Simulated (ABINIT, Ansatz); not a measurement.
## SiC (P6_3mc): changed settings of a GW run in ABINIT

A base run on SiC (P6_3mc), then changed inputs.

Method: PBE and many-body steps on it, plane waves, in ABINIT 10.8.3.

### 1. Set-up

The structure is hexagonal, space group P6_3mc (No. 186). Conventional cell: a = 3.077 Å, b = 3.077 Å, c = 15.098 Å, α = 90.00°, β = 90.00°, γ = 120.00°. Si has 4 C at 1.88 to 1.89 Å nearest. Nearest to Si lie 4 C at 1.88 to 1.89 Å. Nearest to Si lie 4 C at 1.89 Å. Nearest to C lie 4 Si at 1.88 to 1.89 Å. C has 4 Si at 1.88 to 1.89 Å nearest. Nearest to C lie 4 Si at 1.89 Å. Farther neighbours are not listed.

The cell and positions are those that the Materials Project relaxed with its own functionals (PBE, PBE+U or r2SCAN), kept fixed.

### 2. Screening, 6×6×1 mesh, 348 bands, screening to 176.9 eV

This step: ABINIT 10.8.3; RPA screening on PBE, plane waves, norm-conserving pseudopotentials.

The RPA dielectric matrix is built and inverted for each q.

File run.abi:

```
acell 3*1.0 Angstrom
rprim 
  3.076621010229 -0.000000000007 0.000000000000
  -1.538310505109 2.664431952678 0.000000000000
  0.000000000000 0.000000000000 15.098084320000
ntypat 2
znucl 14 6
natom 12
typat 1 1 1 1 1 1 2 2 2 2 2 2
xred 
  0.333333333333 0.666666666667 0.832986150000
  0.666666666667 0.333333333333 0.332986150000
  0.666666666667 0.333333333333 0.666500600000
  0.333333333333 0.666666666667 0.166500600000
  0.000000000000 0.000000000000 0.499729420000
  0.000000000000 0.000000000000 0.999729420000
  0.000000000000 0.000000000000 0.874366410000
  0.000000000000 0.000000000000 0.374366410000
  0.333333333333 0.666666666667 0.707996780000
  0.666666666667 0.333333333333 0.207996780000
  0.666666666667 0.333333333333 0.541521640000
  0.333333333333 0.666666666667 0.041521640000
pp_dirpath "pseudos"
pseudos "Si.upf, C.upf"
ecut 37
ngkpt 6 6 1
nshiftk 1
shiftk 0 0 0
kptopt 1
chksymbreak 0
istwfk *1
occopt 1
irdwfk 1
optdriver 3
nband 348
ecuteps 6.5
inclvkb 2
awtr 1
symchi 1
indata_prefix "in"
outdata_prefix "out"
tmpdata_prefix "tmp"
```

Started as:

```bash
$ OMP_NUM_THREADS=1 mpirun -n 16 abinit run.abi > log
```

What it wrote:

```text
.Version 10.8.3 of ABINIT. v10.8.2 released Aug 2026.

 Symmetries : space group P6_3 m c (#186); Bravais hP (primitive hexag.)
[... echo of the input left out ...]
== DATASET  1 ==================================================================
-   mpi_nproc: 16, omp_nthreads: 1 (-1 if OMP is not activated)

--- !DatasetInfo
iteration_state: {dtset: 1, }
dimensions: {natom: 12, nkpt: 7, mband: 348, nsppol: 1, nspinor: 1, nspden: 1, mpw: 9054, }
cutoff_energies: {ecut:  37.0, pawecutdg:  -1.0, }
electrons: {nelect:   4.80000000E+01, charge:   0.00000000E+00, occopt:   1.00000000E+00, tsmear:   1.00000000E-02, }

 SCREENING: Calculation of the susceptibility and dielectric matrices

 Based on a program developped by R.W. Godby, V. Olevano, G. Onida, and L. Reining.
 Incorporated in ABINIT by V. Olevano, G.-M. Rignanese, and M. Torrent.
.Using double precision arithmetic ; gwpc =  8

[... cell and pseudopotentials left out ...]
--------------------------------------------------------------------------------

 ==== K-mesh for the wavefunctions ====
 Number of points in the irreducible wedge :     7
[... list of points left out ...]
 Together with 12 symmetry operations and time-reversal symmetry
 yields    36 points in the full Brillouin Zone.

 ==== Q-mesh for the screening function ====
 Number of points in the irreducible wedge :     7
[... list of points left out ...]
 Together with 12 symmetry operations and time-reversal symmetry
 yields    36 points in the full Brillouin Zone.

 setmesh: FFT mesh size selected  =    20x   20x  120
          total number of points  =        48000

 vcoul_init : cutoff-mode = AUXILIARY_FUNCTION
 q-points for optical limit:   1
     1)      0.000010    0.000020    0.000030

- screening: taking advantage of time-reversal symmetry
- Maximum band index for partially occupied states nbvw = 24
- Remaining bands to be divided among processors   nbcw = 324
- Number of bands treated by each node ~20

 Number of electrons calculated from density =   48.0000; Expected =   48.0000
 average of density, n =  0.057470
 r_s =    1.6075
 omega_plasma =   23.1248 [eV]

 calculating chi0 at frequencies [eV] :
  1    0.000000E+00    0.000000E+00
  2    0.000000E+00    2.312478E+01

--------------------------------------------------------------------------------
  q-point number  1        q = ( 0.000000, 0.000000, 0.000000) [r.l.u.]
--------------------------------------------------------------------------------
[... chi0 elements left out ...]
 For q-point:  0.000010 0.000020 0.000030
  dielectric constant =   6.9587
  dielectric constant without local fields =   7.6139

  Average fulfillment of the sum rule on Im[epsilon] for q-point    1 :     91.26  [%]
[... wings left out ...]
  q-point number  2        q = ( 0.166667, 0.000000, 0.000000) [r.l.u.]
--------------------------------------------------------------------------------
[... chi0 elements left out ...]
  Average fulfillment of the sum rule on Im[epsilon] for q-point    2 :     91.36  [%]

 [... 5 further q-points ...]
```

The job ended after 2 min (16 MPI ranks of AMD EPYC 7R43, shared host; peak memory 7.5 GiB).

Numbers from this step:

```
ε∞ with local fields, on this mesh, along the program's q direction : 6.959
the same without local fields                                       : 7.614
plasma frequency                                                    : 23.12 eV
plane waves in the screening matrix                                 : 675
```

Local fields lower ε∞ by 9 %. On a Γ-centred mesh this coarse the value itself is usually too large, while a short band sum pulls it down.

### 3. Base

The self-energy is evaluated for the states that the input lists, and the levels follow from it, in one-shot runs by the linearised quasiparticle equation.

This step: G0W0 on PBE, plane waves, norm-conserving pseudopotentials.

Edit run.abi of step 2 so:

```diff
@@ -33,8 +33,17 @@
 irdwfk 1
-optdriver 3
+optdriver 4
 nband 348
+gwcalctyp 0
+ecutsigx 37
+symsigma 1
+nkptgw 2
+kptgw 
+  0.0000000000 0.0000000000 0.0000000000
+  0.5000000000 0.0000000000 0.0000000000
+bdgw 
+  23 26
+  23 26
 ecuteps 6.5
-inclvkb 2
-awtr 1
-symchi 1
+irdscr 1
+ppmodel 1
 indata_prefix "in"
```

What it wrote:

```text
.Version 10.8.3 of ABINIT. v10.8.2 released Aug 2026.

 Symmetries : space group P6_3 m c (#186); Bravais hP (primitive hexag.)
[... echo of the input left out ...]
== DATASET  1 ==================================================================
-   mpi_nproc: 16, omp_nthreads: 1 (-1 if OMP is not activated)

--- !DatasetInfo
iteration_state: {dtset: 1, }
dimensions: {natom: 12, nkpt: 7, mband: 348, nsppol: 1, nspinor: 1, nspden: 1, mpw: 9054, }
cutoff_energies: {ecut:  37.0, pawecutdg:  -1.0, }
electrons: {nelect:   4.80000000E+01, charge:   0.00000000E+00, occopt:   1.00000000E+00, tsmear:   1.00000000E-02, }

 SIGMA: Calculation of the GW corrections

 Based on a program developped by R.W. Godby, V. Olevano, G. Onida, and L. Reining.
 Incorporated in ABINIT by V. Olevano, G.-M. Rignanese, and M. Torrent.
.Using double precision arithmetic ; gwpc =  8

[... cell and pseudopotentials left out ...]
--------------------------------------------------------------------------------

 ==== K-mesh for the wavefunctions ====
 Number of points in the irreducible wedge :     7
[... list of points left out ...]
 Together with 12 symmetry operations and time-reversal symmetry
 yields    36 points in the full Brillouin Zone.

 ==== Q-mesh for screening function ====
 Number of points in the irreducible wedge :     7
[... list of points left out ...]
 Together with 12 symmetry operations and time-reversal symmetry
 yields    36 points in the full Brillouin Zone.

 vcoul_init : cutoff-mode = AUXILIARY_FUNCTION
 q-points for optical limit:   1
     1)      0.000010    0.000020    0.000030
 setmesh: FFT mesh size selected  =    27x   27x  160
          total number of points  =       116640

 Number of electrons calculated from density =   48.0000; Expected =   48.0000
 average of density, n =  0.057470
 r_s =    1.6075
 omega_plasma =   23.1248 [eV]

 === KS Band Gaps ===
  >>>> For spin  1
   Minimum direct gap =   3.1302 [eV], located at k-point      :   0.5000  0.0000  0.0000
   Fundamental gap    =   2.0267 [eV], Top of valence bands at :   0.0000  0.0000  0.0000
                                       Bottom of conduction at :   0.5000  0.0000  0.0000
 SIGMA fundamental parameters:
 PLASMON POLE MODEL  1
 number of plane-waves for SigmaX                 8941
 number of plane-waves for SigmaC and W            675
 number of plane-waves for wavefunctions          8941
 number of bands                                   348
 number of independent spin polarizations            1
 number of spinorial components                      1
 number of k-points in IBZ                           7
 number of q-points in IBZ                           7
 number of symmetry operations                      12
 number of k-points in BZ                           36
 number of q-points in BZ                           36
 number of frequencies for dSigma/dE                 9
 frequency step for dSigma/dE [eV]                0.25
 number of omega for Sigma on real axis              0
 max omega for Sigma on real axis  [eV]           0.00
 zcut for avoiding poles [eV]                     0.10

 EPSILON^-1 parameters (SCR file):
 dimension of the eps^-1 matrix on file            675
 dimension of the eps^-1 matrix used               675
 number of plane-waves for wavefunctions          8941
 number of bands                                   348
 number of q-points in IBZ                           7
 number of frequencies                               2
 number of real frequencies                          1
 number of imag frequencies                          1

 matrix elements of self-energy operator (all in [eV])

 Perturbative Calculation

--- !SelfEnergy_ee
iteration_state: {dtset: 1, }
kpoint     : [   0.000,    0.000,    0.000, ]
spin       : 1
KS_gap     :    5.203
QP_gap     :    6.066
Delta_QP_KS:    0.864
data: !SigmaeeData |
     Band     E0 <VxcDFT>   SigX SigC(E0)      Z dSigC/dE  Sig(E)    E-E0       E
       23   6.915 -14.969 -17.624   2.118   0.793  -0.261 -15.395  -0.426   6.489
       24   6.915 -14.969 -17.624   2.118   0.793  -0.261 -15.395  -0.426   6.489
       25  12.118 -12.157  -6.935  -4.680   0.806  -0.241 -11.720   0.438  12.555
       26  12.288 -12.102  -6.844  -4.723   0.805  -0.242 -11.671   0.431  12.719

--- !SelfEnergy_ee
iteration_state: {dtset: 1, }
kpoint     : [   0.500,    0.000,    0.000, ]
spin       : 1
KS_gap     :    3.130
QP_gap     :    3.960
Delta_QP_KS:    0.830
data: !SigmaeeData |
     Band     E0 <VxcDFT>   SigX SigC(E0)      Z dSigC/dE  Sig(E)    E-E0       E
       23   5.248 -13.924 -17.012   2.318   0.791  -0.264 -14.533  -0.609   4.640
       24   5.811 -14.516 -17.634   2.396   0.790  -0.266 -15.087  -0.571   5.241
       25   8.942 -10.944  -6.767  -3.860   0.817  -0.224 -10.685   0.259   9.201
       26   9.134 -10.790  -6.503  -3.970   0.818  -0.222 -10.530   0.260   9.394

== END DATASET(S) ==============================================================
================================================================================

 -outvars: echo values of variables after computation  --------
           etotal      0.0000000000E+00
            nband         348
             nkpt           7
          spgroup         186
 [... the other variables as echoed above ...]

 Calculation completed.
```

Run time: 42 s. Hardware: 16 MPI ranks; peak memory 7.1 GiB.

Numbers from this step:

* G0W0 gap on the points computed: 2.712 eV
* starting gap on the mesh: 2.027 eV
* k of the valence top: 0, 0, 0
* k of the conduction bottom: 0.5, 0, 0
* Z at the valence top: 0.793
* Z at the conduction bottom: 0.817
* least direct G0W0 gap on the computed points: 3.960 eV

The gap on the mesh goes from 2.03 eV to 2.71 eV, a correction of +0.69 eV.

### 4. Smaller part of the screening matrix

Edit run.abi of step 3 so:

```diff
@@ -45,3 +45,3 @@
   23 26
-ecuteps 6.5
+ecuteps 3.2
 irdscr 1
```

What it wrote:

```text
.Version 10.8.3 of ABINIT. v10.8.2 released Aug 2026.

 Symmetries : space group P6_3 m c (#186); Bravais hP (primitive hexag.)
[... echo of the input left out ...]
== DATASET  1 ==================================================================
-   mpi_nproc: 16, omp_nthreads: 1 (-1 if OMP is not activated)

--- !DatasetInfo
iteration_state: {dtset: 1, }
dimensions: {natom: 12, nkpt: 7, mband: 348, nsppol: 1, nspinor: 1, nspden: 1, mpw: 9054, }
cutoff_energies: {ecut:  37.0, pawecutdg:  -1.0, }
electrons: {nelect:   4.80000000E+01, charge:   0.00000000E+00, occopt:   1.00000000E+00, tsmear:   1.00000000E-02, }

 SIGMA: Calculation of the GW corrections

 Based on a program developped by R.W. Godby, V. Olevano, G. Onida, and L. Reining.
 Incorporated in ABINIT by V. Olevano, G.-M. Rignanese, and M. Torrent.
.Using double precision arithmetic ; gwpc =  8

[... cell and pseudopotentials left out ...]
--------------------------------------------------------------------------------

 ==== K-mesh for the wavefunctions ====
 Number of points in the irreducible wedge :     7
[... list of points left out ...]
 Together with 12 symmetry operations and time-reversal symmetry
 yields    36 points in the full Brillouin Zone.

 ==== Q-mesh for screening function ====
 Number of points in the irreducible wedge :     7
[... list of points left out ...]
 Together with 12 symmetry operations and time-reversal symmetry
 yields    36 points in the full Brillouin Zone.

 vcoul_init : cutoff-mode = AUXILIARY_FUNCTION
 q-points for optical limit:   1
     1)      0.000010    0.000020    0.000030
 setmesh: FFT mesh size selected  =    27x   27x  160
          total number of points  =       116640

 Number of electrons calculated from density =   48.0000; Expected =   48.0000
[...]
number of omega for Sigma on real axis              0
 max omega for Sigma on real axis  [eV]           0.00
 zcut for avoiding poles [eV]                     0.10

 EPSILON^-1 parameters (SCR file):
 dimension of the eps^-1 matrix on file            675
 dimension of the eps^-1 matrix used               221
 number of plane-waves for wavefunctions          8941
 number of bands                                   348
 number of q-points in IBZ                           7
 number of frequencies                               2
 number of real frequencies                          1
 number of imag frequencies                          1

 matrix elements of self-energy operator (all in [eV])

 Perturbative Calculation

--- !SelfEnergy_ee
iteration_state: {dtset: 1, }
kpoint     : [   0.000,    0.000,    0.000, ]
spin       : 1
KS_gap     :    5.203
QP_gap     :    5.988
Delta_QP_KS:    0.785
data: !SigmaeeData |
     Band     E0 <VxcDFT>   SigX SigC(E0)      Z dSigC/dE  Sig(E)    E-E0       E
       23   6.915 -14.969 -17.624   2.330   0.798  -0.253 -15.228  -0.259   6.655
       24   6.915 -14.969 -17.624   2.330   0.798  -0.253 -15.228  -0.259   6.655
       25  12.118 -12.157  -6.935  -4.573   0.810  -0.235 -11.631   0.526  12.643
[...]
--- !SelfEnergy_ee
iteration_state: {dtset: 1, }
kpoint     : [   0.500,    0.000,    0.000, ]
spin       : 1
KS_gap     :    3.130
QP_gap     :    3.840
Delta_QP_KS:    0.710
data: !SigmaeeData |
     Band     E0 <VxcDFT>   SigX SigC(E0)      Z dSigC/dE  Sig(E)    E-E0       E
[...]
25   8.942 -10.944  -6.767  -3.819   0.819  -0.221 -10.651   0.293   9.234
       26   9.134 -10.790  -6.503  -3.930   0.820  -0.220 -10.497   0.292   9.427

== END DATASET(S) ==============================================================
================================================================================

 -outvars: echo values of variables after computation  --------
           etotal      0.0000000000E+00
            nband         348
             nkpt           7
          spgroup         186
 [... the other variables as echoed above ...]

 Calculation completed.
```

The job ended after 19 s (16 MPI ranks; peak memory 3.6 GiB; 4.9 min of CPU time).

This step gave:

```yaml
g0w0_gap_on_the_points_computed: 2.579 eV
starting_gap_on_the_mesh: 2.027 eV
k_of_the_valence_top: 0, 0, 0
k_of_the_conduction_bottom: 0.5, 0, 0
z_at_the_valence_top: 0.798
z_at_the_conduction_bottom: 0.819
least_direct_g0w0_gap_on_the_computed_points: 3.84 eV
```

(Part 1 of 2 ends here.)

[Paths, hosts, dates, memory and timing lines, banners, echoed tables and standing remarks are left out of the program output.]

[Logs are printed without paths, hosts, clocks, repeated set-up lines and the standing remarks that a program may print on its own settings, such as how far it seeks lower states.]

[Runs of the session that timed out or met a known fault of the program may be left out.]

[Hosts, paths, dates, database ids (printed as entryN), source tags and the programs' standing remarks are cut or masked in the printed files.]

[G0W0 gaps are taken among the corrected bands and points alone; a level outside them can change the order at an edge.]

[Where Ansatz stands beside ABINIT at settings called matched, ABINIT's density can come from a denser mesh and the files from another edition; pairs whose starting gaps differed by over 0.03 eV were left out, so agreement reads better than it is.]
